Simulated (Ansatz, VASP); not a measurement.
**Two plane-wave programs on Si2Mo**

```
Si Mo
1.0
    -1.58384    1.58384    3.89080
     1.58384   -1.58384    3.89080
     1.58384    1.58384   -3.89080
Si Mo
2 1
Direct
  0.33300 0.33300 0.00000
  0.66700 0.66700 0.00000
  0.00000 0.00000 0.00000
```

Alike in both runs: task relaxation of cell and atoms; functional LDA; k mesh 14 × 14 × 14; occupations fermi-dirac, width 0.05 eV; no spin polarisation.

```csv
,VASP,Ansatz
version,VASP 6.6.1,Ansatz 0.2.0
potentials or method,"VASP PAW LDA potentials, release 64 (Si, Mo_sv)","PAW with Ansatz's default frozen-core files, scalar-relativistic"
plane-wave cutoff (eV),600,420
valence electrons in the cell,22,22
```

```tsv
	VASP	Ansatz	Ansatz less VASP
relaxed volume (Å³/atom)	13.10	13.06	-0.036
relaxed cell length with the largest relative difference (Å)	4.494	4.490	-0.0041
energy change over the relaxation (meV/atom)	-2	-2	+0.1
```

Ansatz warned: «gradients_without_spin_orbit».
